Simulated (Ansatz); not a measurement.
Runs of Ansatz 0.2.0 on Te2Pt (Moncheite). Symmetry: P-3m1, No. 164, trigonal system. The conventional cell has a = 4.010 Å, b = 4.010 Å, c = 5.201 Å, α = 90.00°, β = 90.00°, γ = 120.00°. Pt (site symmetry -3m) has 6 Te at 2.66 Å as nearest neighbours. Te (site symmetry 3m) has 3 Pt at 2.66 Å as nearest neighbours. 

```tsv
screening (1/Å)	gap on the mesh (eV)	pressure (GPa)	largest force (eV/Å)
0.15	none	4.6	0.44
0.2	none	4.8	(a)
0.1	none	4.5	(b)
0.3	none	5.2	(c)
```

Alike in all rows: task single point; level HSE06 form with a typed share of exact exchange; potentials or basis Ansatz PAW; no spin polarisation; cell as given; k mesh 4 × 4 × 3; cutoff (eV) 420; smearing fermi-dirac 0.05 eV; the mesh is coarse, so values aren't converged.

**Question.** Estimate the missing entries.

**Answer.** (a) 0.46; (b) 0.42; (c) 0.50.

Caveats: all runs use coarse meshes; the PAW data sets come from PBE, with cores solved anew for the run's functional, which leaves a small shift of forces and pressure; the thresholds are loose for stress.

A k mesh can miss the band edges, and the runs leave out spin-orbit coupling on Pt, Te.

A gap of «none» marks a metal or a gap under the smearing width.
